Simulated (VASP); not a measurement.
# Mo (P6_3/mmc) in VASP: a series of runs

Aim: see how the results for Mo move with the level of theory and the settings. Levels: PBEsol, r2SCAN. Tasks: single point.

All numbers are computed with VASP 6.6.1; they aren't measurements. Logs are shortened: lines on timing, memory, paths and dates and some standing lists are left out, and cuts for length are marked.

**1. The structure**

Symmetry: P6_3/mmc, No. 194, hexagonal system. Conventional cell: a = 2.732 Å, b = 2.732 Å, c = 4.841 Å, α = 90.00°, β = 90.00°, γ = 120.00°. Mo (site symmetry -6m2) has 12 Mo at 2.73 to 2.89 Å as nearest neighbours.

This isn't the form of Mo at room conditions, which is bcc.

**2. Single point, PBEsol**

File INCAR:

```
SYSTEM = Mo
PREC = Accurate
ENCUT = 700
EDIFF = 1E-6
ISMEAR = 0
SIGMA = 0.1
LREAL = .FALSE.
LASPH = .TRUE.
NELM = 80
ALGO = Normal
ISIF = 2
LWAVE = .FALSE.
LCHARG = .FALSE.
GGA = PS
NBANDS = 21
```

File KPOINTS:

```
regular mesh
0
G
  18 18 10
  0 0 0
```

File POSCAR:

```
Mo
1.0
    2.7318100000      0.0000000000      0.0000000000
   -1.3659000000      2.3658100000      0.0000000000
    0.0000000000      0.0000000000      4.8407500000
Mo
2
Direct
    0.3333300000      0.6666700000      0.2500000000
    0.6666700000      0.3333300000      0.7500000000
```

Potentials or basis: VASP PAW PBE potentials, release 64 (Mo_sv).

Run with:

```sh
cat potpaw_PBE.64/Mo_sv/POTCAR > POTCAR
mpirun -np 1 vasp_std > vasp.out
```

OUTCAR:

```text
SYSTEM = Mo
   PREC = Accurate
   ENCUT = 700
   EDIFF = 1E-6
   ISMEAR = 0
   LREAL = .FALSE.
   LASPH = .TRUE.
   NELM = 80
   ISIF = 2
   GGA = PS

 ion  position               nearest neighbor table
   1  0.333  0.667  0.250-   2 2.89   2 2.89   2 2.89   2 2.89   2 2.89   2 2.89
   2  0.667  0.333  0.750-   1 2.89   1 2.89   1 2.89   1 2.89   1 2.89   1 2.89

  LATTYP: Found a hexagonal cell.
 ALAT       =     2.7318100000
 C/A-ratio  =     1.7719936599

  Lattice vectors:

 A1 = (   2.7318100000,   0.0000000000,   0.0000000000)
 A2 = (  -1.3659000000,   2.3658100000,   0.0000000000)
 A3 = (   0.0000000000,   0.0000000000,   4.8407500000)

Analysis of symmetry for initial positions (statically):
=====================================================================
 Subroutine PRICEL returns:
 Original cell was already a primitive cell.

 Routine SETGRP: Setting up the symmetry group for a
 hexagonal supercell.

 Subroutine GETGRP returns: Found  8 space group operations
 (whereof  4 operations were pure point group operations)
 out of a pool of 24 trial point group operations.

The static configuration has the point symmetry C_2h.
 The point group associated with its full space group is D_2h.

Analysis of symmetry for dynamics (positions and initial velocities):
=====================================================================
 Subroutine PRICEL returns:
 Original cell was already a primitive cell.

 Routine SETGRP: Setting up the symmetry group for a
 hexagonal supercell.

 Subroutine GETGRP returns: Found  8 space group operations
 (whereof  4 operations were pure point group operations)
 out of a pool of 24 trial point group operations.

The dynamic configuration has the point symmetry C_2h.
 The point group associated with its full space group is D_2h.

 Subroutine INISYM returns: Found  8 space group operations
 (whereof  4 operations are pure point group operations),
 and found     1 'primitive' translations

----------------------------------------------------------------------------------------

                                     Primitive cell

  volume of cell :      31.2855

  direct lattice vectors                    reciprocal lattice vectors
     2.731810000  0.000000000  0.000000000     0.366057669  0.211343333  0.000000000
    -1.365900000  2.365810000  0.000000000     0.000000000  0.422688212  0.000000000
     0.000000000  0.000000000  4.840750000     0.000000000  0.000000000  0.206579559

  length of vectors
[... 75 lines left out ...]
   ICHARG =      2    charge: 1-file 2-atom 10-const
   ISPIN  =      1    spin polarized calculation?
   LNONCOLLINEAR =      F non collinear calculations
   LSORBIT =      F    spin-orbit coupling
   LASPH  =      T    aspherical Exc in radial PAW
   ENCUT  =  700.0 eV  51.45 Ry    7.17 a.u.   5.89  5.89 10.44*2*pi/ulx,y,z
   NELM   =     80;   NELMIN=  2; NELMDL= -5     # of ELM steps
   EDIFF  = 0.1E-05   stopping-criterion for ELM
   LREAL  =      F    real-space projection
   EDIFFG = 0.1E-04   stopping-criterion for IOM
   NSW    =      0    number of steps for IOM
   IBRION =     -1    ionic relax: 0-MD 1-quasi-New 2-CG
   NFREE  =      0    steps in history (QN), initial steepest desc. (CG)
   ISIF   =      2    stress and relaxation
   ISYM   =      2    0-nonsym 1-usesym 2-fastsym
   POTIM  = 0.5000    time-step for ionic-motion
   TEBEG  =    0.0;   TEEND  =   0.0 temperature during run
   PSTRESS=    0.0 pullay stress
   NELECT =      28.0000    total number of electrons
   NUPDOWN=      -1.0000    fix difference up-down
   EMIN   =  10.00;   EMAX   =-10.00  energy-range for DOS
   EFERMI =   0.00;   METHOD = LEGACY
   ISMEAR =     0;   SIGMA  =   0.10  broadening in eV -4-tet -1-fermi 0-gaus
   EFERMI_NEDOS =   21; number of points for ismear=-14 and -15
   IALGO  =     38    algorithm
   IMIX   =      4    mixing-type and parameters
     AMIX     =   0.40;   BMIX     =  1.00
     AMIX_MAG =   1.60;   BMIX_MAG =  1.00
  volume/ion in A,a.u.               =      15.64       105.56
  Fermi-wavevector in a.u.,A,eV,Ry     =   1.577659  2.981343 33.865014  2.489008
  Thomas-Fermi vector in A             =   2.678308
   LORBIT       =      0    0 simple, 1 ext, 2 COOP (PROOUT), +10 PAW based schemes
   GGA     = PS    functional components
   LHFCALC =     F    Hartree Fock is set to
   AEXX    =    0.0000 exact exchange contribution
   IVDW    =     0    specifies the selected vdW correction
   LEPSILON=     F    determine dielectric tensor
   LRPA    =     F    only Hartree local field effects (RPA)
 non-spin polarized calculation
 Gauss-broadening in eV      SIGMA  =   0.10
  energy-cutoff  :      700.00
  volume of cell :       31.29
 maximum number of plane-waves:      1336
   NGX = 11   NGY = 11   NGZ = 21

 number of electron      27.9999997 magnetization

 Free energy of the ion-electron system (eV)
  ---------------------------------------------------
  ext. energy  EPLUGINS =         0.00000000
  ---------------------------------------------------
  free energy    TOTEN  =       -22.66551155 eV

  energy without entropy =      -22.65193799  energy(sigma->0) =      -22.65872477

 E-fermi :  12.1491     XC(G=0): -13.5029

 val. band max:       12.1376060462   @ k =   0.1111   0.0556   0.2000
 cond. band min:      12.1544602949   @ k =  -0.3889   0.3889   0.3000
 fundamental gap:      0.0168542487
 Fermi energy:        12.1490514592

 k-point     1 :       0.0000    0.0000    0.0000
  band No.  band energies     occupation
      1     -48.6107      2.00000
      2     -48.4316      2.00000
      3     -23.2561      2.00000
      4     -22.0891      2.00000
      5     -21.9272      2.00000
      6     -21.9271      2.00000
[... 565 lines left out ...]
     20      17.8627      0.00000
     21      22.0025      0.00000

 [... further k-points ...]
[... 5 lines left out ...]
  --------------------------------------------------------------------------------------
  -------------------------------------------------------------------------------------
  Total        0.0148742      0.0149735      0.0222140      0.0000861      0.0000000      0.0000000
  in kB        0.7617305      0.7668159      1.1376099      0.0044096      0.0000000      0.0000000
  external PRESSURE =       0.8887188 kB  Pullay stress =       0.0000000 kB

 VOLUME and BASIS-vectors are now :
 -----------------------------------------------------------------------------
  energy-cutoff  :      700.00
  volume of cell :       31.29
      direct lattice vectors                 reciprocal lattice vectors
     2.731810000  0.000000000  0.000000000     0.366057669  0.211343333  0.000000000
    -1.365900000  2.365810000  0.000000000     0.000000000  0.422688212  0.000000000
     0.000000000  0.000000000  4.840750000     0.000000000  0.000000000  0.206579559

 POSITION                                       TOTAL-FORCE (eV/Angst)
 -----------------------------------------------------------------------------------
     -0.00001      1.57721      1.21019        -0.000001      0.000000      0.000000
      1.36592      0.78860      3.63056         0.000001     -0.000000     -0.000000
 -----------------------------------------------------------------------------------
    total drift:                                0.000000     -0.000000      0.000000

  FREE ENERGIE OF THE ION-ELECTRON SYSTEM (eV)
  ---------------------------------------------------
  free  energy   TOTEN  =       -22.6655115539 eV

  energy  without entropy=      -22.6519379922  energy(sigma->0) =      -22.65872477
```

OSZICAR:

```text
N       E                     dE             d eps       ncg     rms          rms(c)
DAV:   1     0.348770287490E+03    0.34877E+03   -0.20954E+04 22932   0.176E+03
DAV:   2    -0.155601526858E+02   -0.36433E+03   -0.35546E+03 25591   0.495E+02
DAV:   3    -0.239966376048E+02   -0.84365E+01   -0.82917E+01 26221   0.764E+01
DAV:   4    -0.240419510800E+02   -0.45313E-01   -0.45227E-01 25147   0.592E+00
DAV:   5    -0.240422595809E+02   -0.30850E-03   -0.30850E-03 26354   0.478E-01    0.219E+01
DAV:   6    -0.228470537708E+02    0.11952E+01   -0.22142E+00 25012   0.128E+01    0.606E+00
DAV:   7    -0.226773254694E+02    0.16973E+00   -0.43321E-01 26502   0.512E+00    0.110E+00
DAV:   8    -0.226655732748E+02    0.11752E-01   -0.10590E-02 24008   0.923E-01    0.262E-01
DAV:   9    -0.226654940827E+02    0.79192E-04   -0.32511E-04 29495   0.176E-01    0.100E-01
DAV:  10    -0.226655096935E+02   -0.15611E-04   -0.22835E-05 24597   0.417E-02    0.214E-02
DAV:  11    -0.226655115399E+02   -0.18465E-05   -0.30984E-06 21694   0.156E-02    0.707E-03
DAV:  12    -0.226655115539E+02   -0.13935E-07   -0.13787E-07 12851   0.430E-03
   1 F= -.22665512E+02 E0= -.22658725E+02  d E =-.135736E-01
```

stdout:

```text
POSCAR found type information on POSCAR Mo
 POSCAR found :  1 types and       2 ions
 scaLAPACK will be used
 -----------------------------------------------------------------------------
|                                                                             |
|                                                                             |
|     You enforced a specific xc type in the INCAR file but a different       |
|     I HOPE YOU KNOW WHAT YOU ARE DOING!                                     |
|                                                                             |
 -----------------------------------------------------------------------------

 LDA part: xc-table for (Slater+PW92), standard interpolation
 POSCAR, INCAR and KPOINTS ok, starting setup
 FFT: planning ... GRIDC
 FFT: planning ... GRID_SOFT
 FFT: planning ... GRID
 WAVECAR not read
 entering main loop
```

It took 3.4 min on 1 thread of AMD EPYC 9R45 (Zen 5), shared host; peak memory 0.48 GiB.

What came out:

| Quantity | Value |
| --- | --- |
| Free energy | -22.6655 eV |
| Pressure | 0.1 GPa |
| Band gap on the k mesh | none (metal or under the smearing width) |

Levels at points of the mesh, in eV from the Fermi level:
```tsv
k point	band 12	band 13	band 14	band 15	band 16	band 17
(0.00, 0.00, 0.00)	-0.69	-0.69	-0.17	-0.17	0.68	1.47
(0.50, 0.00, 0.00)	-1.22	-0.46	-0.32	-0.20	3.82	4.63
(0.50, 0.50, 0.00)	-1.22	-0.46	-0.32	-0.20	3.82	4.63
(0.00, 0.00, 0.50)	-1.94	-0.66	-0.66	-0.66	-0.66	2.81
(0.50, 0.00, 0.50)	-3.43	1.25	1.25	1.85	1.85	4.78
(0.50, 0.50, 0.50)	-3.43	1.25	1.25	1.85	1.85	4.78
```

Caveat: the PAW data sets were made with another functional, which shifts forces and pressure a little.

**3. Single point, PBEsol**

Changes to INCAR since step 2:

```diff
@@ -2,3 +2,3 @@
 PREC = Accurate
-ENCUT = 700
+ENCUT = 520
 EDIFF = 1E-6
```

File KPOINTS:

```
regular mesh
0
G
  27 27 14
  0 0 0
```

POSCAR is that of step 2.

Potentials or basis: VASP PAW PBE potentials, release 64 (Mo_sv).

Run with:

```sh
cat potpaw_PBE.64/Mo_sv/POTCAR > POTCAR
mpirun -np 1 vasp_std > vasp.out
```

OUTCAR:

```text
SYSTEM = Mo
   PREC = Accurate
   ENCUT = 520
   EDIFF = 1E-6
   ISMEAR = 0
   LREAL = .FALSE.
   LASPH = .TRUE.
   NELM = 80
   ISIF = 2
   GGA = PS

 ion  position               nearest neighbor table
   1  0.333  0.667  0.250-   2 2.89   2 2.89   2 2.89   2 2.89   2 2.89   2 2.89
   2  0.667  0.333  0.750-   1 2.89   1 2.89   1 2.89   1 2.89   1 2.89   1 2.89

  LATTYP: Found a hexagonal cell.
 ALAT       =     2.7318100000
 C/A-ratio  =     1.7719936599

  Lattice vectors:

 A1 = (   2.7318100000,   0.0000000000,   0.0000000000)
 A2 = (  -1.3659000000,   2.3658100000,   0.0000000000)
[... 192 lines left out ...]
      5     -21.9253      2.00000
      6     -21.9252      2.00000
[... 565 lines left out ...]
     20      20.5132      0.00000
     21      22.9606      0.00000

 [... further k-points ...]
[... 5 lines left out ...]
  --------------------------------------------------------------------------------------
  -------------------------------------------------------------------------------------
  Total        0.0038138      0.0039415     -0.0137046      0.0001107      0.0000000     -0.0000000
  in kB        0.1953080      0.2018527     -0.7018351      0.0056693      0.0000000     -0.0000000
  external PRESSURE =      -0.1015582 kB  Pullay stress =       0.0000000 kB

 VOLUME and BASIS-vectors are now :
 -----------------------------------------------------------------------------
  energy-cutoff  :      520.00
  volume of cell :       31.29
      direct lattice vectors                 reciprocal lattice vectors
     2.731810000  0.000000000  0.000000000     0.366057669  0.211343333  0.000000000
    -1.365900000  2.365810000  0.000000000     0.000000000  0.422688212  0.000000000
     0.000000000  0.000000000  4.840750000     0.000000000  0.000000000  0.206579559

 POSITION                                       TOTAL-FORCE (eV/Angst)
 -----------------------------------------------------------------------------------
     -0.00001      1.57721      1.21019        -0.000003      0.000002      0.000000
      1.36592      0.78860      3.63056         0.000003     -0.000002     -0.000000
 -----------------------------------------------------------------------------------
    total drift:                                0.000000     -0.000000      0.000000

  FREE ENERGIE OF THE ION-ELECTRON SYSTEM (eV)
  ---------------------------------------------------
  free  energy   TOTEN  =       -22.6656695863 eV

  energy  without entropy=      -22.6532871843  energy(sigma->0) =      -22.65947839
```

OSZICAR:

```text
N       E                     dE             d eps       ncg     rms          rms(c)
DAV:   1     0.296000960394E+03    0.29600E+03   -0.17994E+04 66016   0.141E+03
DAV:   2    -0.175490781583E+02   -0.31355E+03   -0.30558E+03 74274   0.444E+02
DAV:   3    -0.240093302759E+02   -0.64603E+01   -0.63639E+01 75090   0.653E+01
DAV:   4    -0.240415131182E+02   -0.32183E-01   -0.32129E-01 71836   0.481E+00
DAV:   5    -0.240417344327E+02   -0.22131E-03   -0.22131E-03 75953   0.384E-01    0.218E+01
DAV:   6    -0.228462465368E+02    0.11955E+01   -0.22175E+00 71761   0.128E+01    0.604E+00
DAV:   7    -0.226773657867E+02    0.16888E+00   -0.43211E-01 76201   0.510E+00    0.110E+00
DAV:   8    -0.226657353926E+02    0.11630E-01   -0.10303E-02 68986   0.906E-01    0.259E-01
DAV:   9    -0.226656535451E+02    0.81848E-04   -0.32731E-04 85330   0.175E-01    0.969E-02
DAV:  10    -0.226656682176E+02   -0.14672E-04   -0.22568E-05 70781   0.411E-02    0.186E-02
DAV:  11    -0.226656695882E+02   -0.13706E-05   -0.28772E-06 62452   0.147E-02    0.696E-03
DAV:  12    -0.226656695863E+02    0.19509E-08   -0.12471E-07 37108   0.356E-03
   1 F= -.22665670E+02 E0= -.22659478E+02  d E =-.123824E-01
```

Wall time 6 min (1 thread of AMD EPYC 9R45 (Zen 5), shared host); peak memory 0.77 GiB.

What came out:

```
Free energy            : -22.6657 eV
Pressure               : 0.0 GPa
Band gap on the k mesh : none (metal or under the smearing width)
```

Caveat: the PAW data sets were made with another functional, which shifts forces and pressure a little.

**4. Single point, PBEsol**

Changes to INCAR since step 3:

```diff
@@ -5,3 +5,3 @@
 ISMEAR = 0
-SIGMA = 0.1
+SIGMA = 0.5
 LREAL = .FALSE.
```

File KPOINTS:

```
regular mesh
0
G
  18 18 10
  0 0 0
```

POSCAR is that of step 3.

Run with:

```sh
cat potpaw_PBE.64/Mo_sv/POTCAR > POTCAR
mpirun -np 1 vasp_std > vasp.out
```

It took 2.3 min on 1 thread of AMD EPYC 9R45 (Zen 5), shared host; peak memory 0.33 GiB.

It converged, with:

| Property | Result |
| --- | --- |
| Free energy | -22.8198 eV |
| Pressure | 0.8 GPa |
| Band gap on the k mesh | none (metal or under the smearing width) |

Stress tensor (GPa, compression positive):
```
 1.81  0.00  0.00
 0.00  1.81  0.00
 0.00  0.00 -1.27
```

Levels at points of the mesh, in eV from the Fermi level:
```
           k point  band 10  band 11  band 12  band 13  band 14  band 15  band 16  band 17  band 18  band 19
(0.00, 0.00, 0.00)    -4.85    -1.76    -0.68    -0.68    -0.15    -0.15     0.69     1.48     1.48     3.51
(0.50, 0.00, 0.00)    -4.33    -4.22    -1.21    -0.45    -0.30    -0.19     3.84     4.65     4.91     6.10
(0.50, 0.50, 0.00)    -4.33    -4.22    -1.21    -0.45    -0.30    -0.19     3.84     4.65     4.91     6.10
(0.00, 0.00, 0.50)    -5.23    -1.93    -1.93    -0.65    -0.65    -0.65    -0.65     2.83     2.83     2.83
(0.50, 0.00, 0.50)    -4.86    -3.41    -3.41     1.27     1.27     1.86     1.86     4.79     4.79     4.82
(0.50, 0.50, 0.50)    -4.86    -3.41    -3.41     1.27     1.27     1.86     1.86     4.79     4.79     4.82
```

Caveat: the PAW data sets were made with another functional, which shifts forces and pressure a little.

**5. Single point, PBEsol**

Changes to INCAR since step 4:

```diff
@@ -2,6 +2,6 @@
 PREC = Accurate
-ENCUT = 520
+ENCUT = 900
 EDIFF = 1E-6
 ISMEAR = 0
-SIGMA = 0.5
+SIGMA = 0.1
 LREAL = .FALSE.
```

KPOINTS is that of step 4.

POSCAR is that of step 4.

Run with:

```sh
cat potpaw_PBE.64/Mo_sv/POTCAR > POTCAR
mpirun -np 1 vasp_std > vasp.out
```

Wall time 5.8 min (1 thread of AMD EPYC 9R45 (Zen 5), shared host); peak memory 0.65 GiB.

The run converged. Its results:

* Free energy: -22.6650 eV
* Pressure: 0.1 GPa
* Band gap on the k mesh: none (metal or under the smearing width)

Levels at points of the mesh, in eV from the Fermi level:
| k point | band 11 | band 12 | band 13 | band 14 | band 15 | band 16 | band 17 | band 18 |
| --- | --- | --- | --- | --- | --- | --- | --- | --- |
| (0.00, 0.00, 0.00) | -1.77 | -0.69 | -0.69 | -0.17 | -0.17 | 0.68 | 1.47 | 1.47 |
| (0.50, 0.00, 0.00) | -4.23 | -1.22 | -0.46 | -0.32 | -0.20 | 3.82 | 4.63 | 4.90 |
| (0.50, 0.50, 0.00) | -4.23 | -1.22 | -0.46 | -0.32 | -0.20 | 3.82 | 4.63 | 4.90 |
| (0.00, 0.00, 0.50) | -1.94 | -1.94 | -0.66 | -0.66 | -0.66 | -0.66 | 2.81 | 2.81 |
| (0.50, 0.00, 0.50) | -3.43 | -3.43 | 1.25 | 1.25 | 1.85 | 1.85 | 4.78 | 4.78 |
| (0.50, 0.50, 0.50) | -3.43 | -3.43 | 1.25 | 1.25 | 1.85 | 1.85 | 4.78 | 4.78 |

Caveat: the PAW data sets were made with another functional, which shifts forces and pressure a little.

**6. Single point, r2SCAN**

Changes to INCAR since step 5:

```diff
@@ -2,3 +2,3 @@
 PREC = Accurate
-ENCUT = 900
+ENCUT = 520
 EDIFF = 1E-6
@@ -13,3 +13,4 @@
 LCHARG = .FALSE.
-GGA = PS
+METAGGA = R2SCAN
+LMIXTAU = .TRUE.
 NBANDS = 21
```

KPOINTS is that of step 5.

POSCAR is that of step 5.

Potentials or basis: VASP PAW PBE potentials, release 64 (Mo_sv).

Run with:

```sh
cat potpaw_PBE.64/Mo_sv/POTCAR > POTCAR
mpirun -np 1 vasp_std > vasp.out
```

It took 16 min on 1 thread of AMD EPYC 9R45 (Zen 5), shared host; peak memory 0.33 GiB.

The run converged. Its results:

```yaml
Free_energy: -51.1544 eV
Pressure: 6.0 GPa
Band_gap_on_the_k_mesh: none (metal or under the smearing width)
```

Stress tensor (GPa, compression positive):
```
4.89 0.00 0.00
0.00 4.89 0.00
0.00 0.00 8.18
```

Levels at points of the mesh, in eV from the Fermi level:
```
           k point  band 11  band 12  band 13  band 14  band 15  band 16  band 17  band 18
(0.00, 0.00, 0.00)    -1.92    -0.73    -0.73    -0.18    -0.18     0.56     1.62     1.62
(0.50, 0.00, 0.00)    -4.46    -1.25    -0.39    -0.39    -0.32     4.04     4.79     5.05
(0.50, 0.50, 0.00)    -4.46    -1.25    -0.39    -0.39    -0.32     4.04     4.79     5.05
(0.00, 0.00, 0.50)    -2.13    -2.13    -0.68    -0.68    -0.68    -0.68     2.99     2.99
(0.50, 0.00, 0.50)    -3.62    -3.62     1.38     1.38     1.85     1.85     4.93     4.93
(0.50, 0.50, 0.50)    -3.62    -3.62     1.38     1.38     1.85     1.85     4.93     4.93
```

Caveat: the PAW data sets were made with another functional, which shifts forces and pressure a little.

**7. The runs side by side**

```tsv
level	k mesh	cutoff (eV)	smearing	gap on the mesh (eV)	pressure (GPa)
PBEsol	18 × 18 × 10	700	gaussian 0.1 eV	none	0.1
PBEsol	27 × 27 × 14	520	gaussian 0.1 eV	none	0.0
PBEsol	18 × 18 × 10	520	gaussian 0.5 eV	none	0.8
PBEsol	18 × 18 × 10	900	gaussian 0.1 eV	none	0.1
r2SCAN	18 × 18 × 10	520	gaussian 0.1 eV	none	6.0
```

Alike in all rows: task single point; potentials or basis VASP PAW PBE potentials, release 64 (Mo_sv); no spin polarisation; cell as given.

Every run on the cell as given and a fine mesh finds a metal. The pressure there spans 0.0 GPa (PBEsol) to 6.0 GPa (r2SCAN); a positive pressure means that this level wants a larger cell, a negative one a smaller.

Caveats: the PAW data sets were made with another functional, which shifts forces and pressure a little.

Absolute energies hang on the potentials; compare differences alone.
